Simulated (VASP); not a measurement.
Set up this calculation in VASP 6.6.1, as the native input.

| Property | Result |
| --- | --- |
| Task | single point |
| Functional | PBE |
| Potentials or basis | VASP PAW PBE potentials, release 64 (P) |
| Cutoff | 520 eV |
| k mesh | 12 × 12 × 1 |
| Occupations | gaussian, width 0.1 eV |
| Spin | no spin polarisation |
| Dipole correction | yes |
| Further INCAR settings | ALGO = Fast; EDIFF = 1e-07; NBANDS = 14 |

The structure of P lies in POSCAR:

```
P
1.0
    4.6426500102      2.1252355999      0.0000000000
    0.9554732319      5.0157647847      0.0000000000
    0.0000000000      0.0000000000     23.8000000000
P
3
Direct
    0.7237054892      0.7237054892      0.2941176471
    0.2762945108      0.2762945108      0.2941176471
    0.5000000000      0.5000000000      0.2941176471
```

The cell was built by a generator and needn't be a form met in nature.

These files were run (other wordings do the same):

INCAR

```
SYSTEM = P
  PREC = Accurate
  ENCUT = 520
  EDIFF = 1E-7
  ISMEAR = 0
  SIGMA = 0.1
  LREAL = .FALSE.
  LASPH = .TRUE.
  NELM = 100
  ALGO = Fast
  ISIF = 2
  LWAVE = .FALSE.
  LCHARG = .TRUE.
  LDIPOL = .TRUE.
  IDIPOL = 3
  DIPOL = 0.5 0.5 0.294
  GGA = PE
  LELF = .TRUE.
  LVHAR = .TRUE.
  LVACPOTAV = .TRUE.
  NBANDS = 14
```

KPOINTS

```
Automatic mesh
0
G
  12 12 1
  0 0 0
```

Potentials or basis: VASP PAW PBE potentials, release 64 (P).

The run is started by

```bash
$ cat potpaw_PBE.64/P/POTCAR > POTCAR
$ mpirun -np 1 vasp_std > vasp.out
```

It gave:

- Largest force: 0.111 eV/Å
- Band gap on the k mesh: none (metal or under the smearing width)
- Work function of the upper face: 4.97 eV
- Work function of the lower face: 4.97 eV

Wall time 5.9 min on 1 thread of Intel(R) Xeon(R) 6975P-C (Granite Rapids), on a shared host, peak memory 0.71 GiB.
